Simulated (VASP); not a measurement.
Runs of VASP 6.6.1 on Be2C. Symmetry: Fm-3m, No. 225, cubic system. The conventional cell has a = 4.325 Å, b = 4.325 Å, c = 4.325 Å, α = 90.00°, β = 90.00°, γ = 90.00°. Be (site symmetry -43m) has 4 C at 1.87 Å as nearest neighbours. C (site symmetry m-3m) is surrounded by 8 Be at 1.87 Å. The cell is a database's computed one.

| task | cell | k mesh | cutoff (eV) | smearing | mesh quality | gap on the mesh (eV) | pressure (GPa) | relaxed volume (Å³/atom) |
| --- | --- | --- | --- | --- | --- | --- | --- | --- |
| single point | Fm-3m, 6.74 Å³/atom | 6 × 6 × 6 | 520 | gaussian 0.1 eV | not flagged | 1.16 | -6.6 | - |
| relaxation of cell and atoms | relaxed | 12 × 12 × 12 | 600 | gaussian 0.02 eV | not flagged | 1.17 | -0.1 | 6.52 |
| single point | Fm-3m, 6.5 Å³/atom | 6 × 6 × 6 | 520 | gaussian 0.1 eV | coarse | 1.17 | 0.5 | - |
| relaxation of cell and atoms | relaxed | 6 × 6 × 6 | 600 | gaussian 0.1 eV | not flagged | 1.17 | 0.0 | 6.52 |
| single point | Fm-3m, 6.51 Å³/atom | 12 × 12 × 12 | 520 | gaussian 0.02 eV | not flagged | 1.17 | (a) | - |

Alike in all rows: level PBE+D3(BJ); potentials or basis VASP PAW PBE potentials, release 64 (Be, C); no spin polarisation.

Task: Fill in the values left out.

Result: (a) 0.4.

Caveats: some runs use coarse meshes.

A k mesh can miss the band edges.
